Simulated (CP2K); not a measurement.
## PbF2 (Fluorocronite) in CP2K: the effect of functional

Crystal: PbF2 (Fluorocronite).

```
Pb F
1.0
     4.19125    0.00000    0.00000
     2.09562    3.62973    0.00000
     2.09562    1.20991    3.42214
Pb F
1 2
Direct
  0.00000 0.00000 0.00000
  0.75000 0.75000 0.75000
  0.25000 0.25000 0.25000
```

Alike in all runs:

```yaml
Program: CP2K 2026.2
Task: single point
Potentials_or_basis: POTENTIAL_UZH Pb GTH-PBE-q4, F GTH-PBE-q7; TZVP-MOLOPT-PBE-GTH basis
Density_cutoff: 14966 eV
k_mesh: 8 × 8 × 8
Occupations: fermi-dirac, width 0.05 eV
Spin: no spin polarisation
```

Problem. One run gave: gap on the mesh 4.58 eV; pressure 6.2 GPa. Which functional did it use?
A. vdW-DF-cx
B. LDA
C. vdW-DF2
D. rev-vdW-DF2
E. TPSS

Solution. C.

```tsv
functional	gap on the mesh (eV)	pressure (GPa)
PBE	4.33	3.5
LDA	4.13	0.0
vdW-DF-cx	4.36	2.9
rev-vdW-DF2	4.36	3.3
vdW-DF2	4.58	6.2
TPSS	4.55	3.2
```

Caveats: spin-orbit coupling is left out, which as a rule narrows the gap of such compounds by several tenths of an eV; the basis of atomic orbitals isn't converged, which shifts pressures, moduli and gaps; the potentials were made for another functional, which shifts forces and pressure (some runs).

A k mesh can miss the band edges.
